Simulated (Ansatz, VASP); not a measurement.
Two plane-wave programs on PbSe

```
Pb Se
1.0
     0.00000    3.42320    3.42320
     3.42320    0.00000    3.42320
     3.42320    3.42320    0.00000
Pb Se
1 1
Direct
  0.00000 0.00000 0.00000
  0.25000 0.25000 0.25000
```

The cell was built by a generator and needn't be a form met in nature.

Alike in both runs: task single point; functional r2SCAN; k mesh 4 × 4 × 4; no spin polarisation.

|  | VASP | Ansatz |
| --- | --- | --- |
| version | VASP 6.6.1 | Ansatz 0.2.0 |
| potentials or method | VASP PAW PBE potentials, release 64 (Pb_d, Se) | plane waves, PAW |
| plane-wave cutoff (eV) | 520 | 500 |
| occupations | gaussian, width 0.01 eV | fixed |
| valence electrons in the cell | 20 | 30 |

|  | VASP | Ansatz | Ansatz less VASP |
| --- | --- | --- | --- |
| gap on the k mesh at the Fermi level (eV) | 0.80 | 0.80 | +0.001 |
| pressure (GPa) | -0.1 | -0.1 | -0.01 |

The two sets of potentials don't hold the same shells in valence.

Caveats: the PAW data sets were made with another functional, which shifts forces and pressure a little (VASP); spin-orbit coupling is left out, which as a rule narrows the gap of such compounds by several tenths of an eV. A k mesh can miss the band edges.
